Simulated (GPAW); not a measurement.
BAs:

```
CELL_PARAMETERS angstrom
0.00000 2.38850 2.38850
2.38850 0.00000 2.38850
2.38850 2.38850 0.00000
ATOMIC_POSITIONS crystal
As 0.75000 0.75000 0.75000
B 0.00000 0.00000 0.00000
```

Base run:

```yaml
Program: GPAW 26.7.0
Functional: TASK
Potentials_or_basis: GPAW PAW data sets (gpaw-data 1.2.1)
Cutoff: 800 eV
Basis: pw
k_mesh: 8 × 8 × 8
Occupations: fermi-dirac, width 0.05 eV
Spin: spin-orbit coupling, no magnetisation
```

Its results: band gap on the k mesh 1.52 eV, indirect (least direct gap 3.29 eV); pressure 8.4 GPa.

**Question.** The run is repeated on the same cell with these changes: functional from TASK to revTPSS. What comes out?

**Answer.** Band gap on the k mesh 1.03 eV, indirect (least direct gap 3.14 eV); pressure 0.5 GPa.

Caveats: spin-orbit coupling was added after a scalar SCF, so levels and gaps hold it while energy, forces, pressure and moments don't; this program's spin-orbit splittings come out too wide for heavy elements; the PAW data sets were made with another functional, which shifts forces and pressure a little.

Not every run made on this cell is shown here.
